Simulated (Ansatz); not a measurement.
TaC, DFT, PBEsol, all-electron PAW with datasets made for the crystal, scalar-relativistic (Ansatz 0.2.0), run on 1 thread of Intel(R) Xeon(R) Platinum 8488C (Sapphire Rapids) on a shared host.

The cell comes from COD entry 9008731, which wasn't checked; take it as a given geometry. The listed cell was then made from it by scaling, straining or moving an atom.

Command: `ansatz run input.yaml --threads 1 --pin off --max-ram 3072MiB --backend cpu --events-out ev --progress --plain --runs-dir out`

```yaml
crystal:
  lattice:
    - [0.0, 2.227, 2.20473]
    - [2.227, 0.0, 2.20473]
    - [2.227, 2.227, 0.0]
  atoms:
    - { symbol: Ta, position: [0.0, 0.0, 0.0] }
    - { symbol: C, position: [0.5, 0.5, 0.5] }
kpoints:
  mp_grid: { grid: [13, 13, 13] }
scf:
  occupations: { method: fermi_dirac, width: 0.08 }
hamiltonian:
  xc: pbesol
  pseudopotentials: { kind: all_electron, datasets: crystal }
output:
  forces: true
  stress: true
  eigenvalues: true
  efg: { contact_densities: true }
```

Question: How large is the problem that the program sets up?

Answer: 196 irreducible k-points, 531 plane waves at Γ, 22 bands.

Question: About how long does it take, and how much memory does it use?

Answer: 27 s of wall time for 10 SCF iterations, with a peak of 0.86 GiB. Times on shared machines scatter by tens of per cent.

Question: And the same cell and mesh by PAW with the default files, asked for forces, stress, eigenvalues, efg, on the same hardware?

Answer: 3.6 s, peak memory 0.44 GiB.
